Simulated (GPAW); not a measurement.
Crystal: C.

```
CELL_PARAMETERS angstrom
2.52210 0.00000 0.00000
-1.26105 2.18420 0.00000
0.00000 0.00000 12.35570
ATOMIC_POSITIONS crystal
C 0.66667 0.33333 0.35417
C 0.33333 0.66667 0.85417
C 0.66667 0.33333 0.14583
C 0.33333 0.66667 0.64583
C 0.66667 0.33333 0.47917
C 0.33333 0.66667 0.97917
C 0.66667 0.33333 0.02083
C 0.33333 0.66667 0.52083
C 0.00000 0.00000 0.81250
C 0.00000 0.00000 0.31250
C 0.00000 0.00000 0.68750
C 0.00000 0.00000 0.18750
```

This is a hexagonal form of diamond, not graphite.

Program: GPAW 26.7.0. Alike in all runs: no spin polarisation; cell as given; k mesh 8 × 8 × 2; cutoff (eV) 800; smearing fermi-dirac 0.05 eV.

Order these runs on this cell by their band gap on the k mesh, lowest first.
A. level r2SCAN; potentials or basis GPAW PAW data sets (gpaw-data 1.2.1), pw; band path GMKGALHA,LM,KH; band points 100
B. level PBE; potentials or basis GPAW PAW data sets (gpaw-data 1.2.1), pw; band path GMKGALHA,LM,KH; band points 100
C. level TB-mBJ; potentials or basis GPAW PAW data sets for LDA (gpaw-data 1.2.1), pw

B (4.35 eV), A (4.57 eV), C (5.15 eV).

Caveats: a model potential gives levels but no total energy (some runs).

A k mesh can miss the band edges.

Not every run made on this cell is shown here.
